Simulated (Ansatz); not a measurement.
# A film clamped to a substrate in KI

Theory: Ansatz 0.2.0, DFT PBE, scalar-relativistic, plane waves, PAW. The runs took a 420 eV cutoff, a Γ-centred 6×6×6 mesh and Gaussian smearing (0.05 eV). Spin–orbit coupling is left out, which matters for the heavy elements here. No spin polarisation. Energies are free energies at this smearing, counted from the undisturbed cell; pressure is positive in compression.

Zero of the scan (as given, not relaxed at this level; it stands at 0.5 GPa; this CsCl-type form isn't the usual structure):

```
K I
1.0
     4.29120    0.00000    0.00000
     0.00000    4.29120    0.00000
     0.00000    0.00000    4.29120
K I
1 1
Cartesian
  0.0000 0.0000 0.0000
  2.1456 2.1456 2.1456
```

The cell (2 atoms, V0 = 79.02 Å³) is strained by p along both x and y and by q along z, fractional coordinates fixed. τp = (1/V0) ∂E/∂p = (σxx + σyy)(1 + p)(1 + q) and τq = (1/V0) ∂E/∂q = σzz(1 + p)², with tension positive.

```
     p q  ΔE (meV/atom)  τp (GPa)  τq (GPa)
 0.000   0.000           0.00     -0.96     -0.48
-0.015   0.000           5.79     -2.20     -0.62
 0.015   0.000          -1.46      0.15     -0.37
 0.000  -0.015           2.77     -1.09     -1.02
 0.000   0.015          -0.83     -0.84      0.02
```

Q: Get the second derivatives of the energy density.

A: Central differences give A = ∂τp/∂p = 78 GPa (C11 + C22 + 2 C12), C = ∂τq/∂q = 35 GPa (C33) and the cross term B = ∂τq/∂p = 8.5 GPa (C13 + C23); ∂τp/∂q = 8.4 GPa must equal B, and any difference shows higher-order terms. The ions are clamped. In a cubic crystal C11 = C = 35, C12 = B/2 = 4.2 GPa and A should be 2(C11 + C12) = 78 GPa; the bulk modulus is (C11 + 2 C12)/3 = 14.4 GPa.

Q: A film of this crystal grows with z along the normal on a substrate that imposes p. How does its thickness respond, and what does the misfit cost?

A: Count p and q from the stress-free cell. A free surface needs τq = 0, so q = −(B/C) p = -0.24 p. The energy density left is (A − B²/C) p²/2 = M p², with the biaxial modulus M = 38 GPa; a misfit of 1 % costs 0.94 meV/atom, against 0.96 meV/atom if the thickness were held.

At p = 0.030 the energies along q are 7.0 (q = -0.030), 0.9 (q = 0.000), 2.3 (q = 0.030) meV/atom.

Q: Does the linear rule hold at this misfit?

A: A parabola through the lowest point and its neighbours has its minimum at q = 0.010, 0.6 meV/atom. With the stress left in the starting cell, τp0 and τq0, linear elasticity gives q = −(τq0 + Bp)/C = 0.006 and E = V0(τp0 p + τq0 q + Ap²/2 + Bpq + Cq²/2)/N = 1.4 meV/atom. The energies differ by more than a tenth, so the quadratic law fails here: the gap holds the anharmonic part, with some error from the wide steps. Cubic terms also shift the vertex of so wide a parabola.